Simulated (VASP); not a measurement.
Input of a VASP 6.6.1 run:

File INCAR:

```
SYSTEM = CdS
PREC = Accurate
ENCUT = 600
EDIFF = 1E-6
ISMEAR = 0
SIGMA = 0.03
LREAL = .False.
LASPH = .True.
NELM = 80
ALGO = Normal
ISIF = 3
LWAVE = .False.
LCHARG = .False.
METAGGA = R2SCAN
LMIXTAU = .True.
IBRION = 2
NSW = 90
EDIFFG = -0.01
```

KPOINTS

```
Automatic mesh
0
Gamma
  8 8 8
  0 0 0
```

The input POSCAR:

```
CdS
1.0
    0.0000000000      2.9165000000      2.9165000000
    2.9165000000      0.0000000000      2.9165000000
    2.9165000000      2.9165000000      0.0000000000
Cd S
1 1
Direct
    0.0000000000      0.0000000000      0.0000000000
    0.2500000000      0.2500000000      0.2500000000
```

Potentials or basis: VASP PAW PBE potentials, release 64 (Cd, S).

Launch:

```sh
$ cat potpaw_PBE.64/Cd/POTCAR potpaw_PBE.64/S/POTCAR > POTCAR
$ mpirun -np 1 vasp_std > vasp.out
```

(1) What does it give for the space group after relaxing (to 0.05 Å)?

(2) Predict the relaxed volume.

Answers

(1) F-43m (No. 216).

(2) 25.49 Å³/atom.

Caveat: the PAW data sets were made with another functional, which shifts forces and pressure a little.
